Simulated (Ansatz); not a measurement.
Sb under changes of volume

One of the cells (31.849 Å³/atom); the others are scaled copies at fixed shape and fractional positions:

```
CELL_PARAMETERS angstrom
4.52770 0.00000 0.00000
0.00000 4.42110 0.00000
-1.32052 0.00000 6.36435
ATOMIC_POSITIONS crystal
Sb 0.33993 0.25000 0.68367
Sb 0.93664 0.75000 0.76276
Sb 0.06336 0.25000 0.23724
Sb 0.66007 0.75000 0.31633
```

This isn't the form of Sb at room conditions, which is rhombohedral.

```yaml
Program: Ansatz 0.2.0
Functional: PBE
Potentials_or_basis: Ansatz PAW
Cutoff: "420 eV (not typed: the program's choice for these potentials)"
k_mesh: 6 × 6 × 4
Occupations: fermi-dirac, width 0.05 eV
Spin: no spin polarisation
```

| volume (Å³/atom) | energy over the lowest point (meV/atom) | pressure (GPa) | largest force (eV/Å) |
| --- | --- | --- | --- |
| 29.938 | 20.50 | 3.6 | 0.460 |
| 30.575 | 9.00 | 2.3 | 0.327 |
| 31.212 | ? | ? | ? |
| 31.849 | 0.00 | 0.1 | 0.140 |
| 32.486 | 1.52 | -0.8 | 0.180 |
| 33.123 | 6.50 | -1.6 | 0.280 |
| 33.760 | 14.57 | -2.4 | 0.378 |

Question: What does the run at 31.212 Å³/atom give?

Answer: Energy over the lowest point 2.35 meV/atom; pressure 1.1 GPa; largest force 0.214 eV/Å.

Worked out: A Birch-Murnaghan fit of order 3 (a polynomial in V^(-2/3)) to the other rows has its minimum at 31.90 Å³/atom with B0 = V·E''(V) = 48 GPa and B' = 4.6 at fixed shape and positions, which overstates the stiffness. It gives 2.34 meV/atom at 31.212 Å³/atom, against the run's 2.35, and -dE/dV = 1.1 GPa, against 1.1.

Energies are extrapolated to zero smearing.
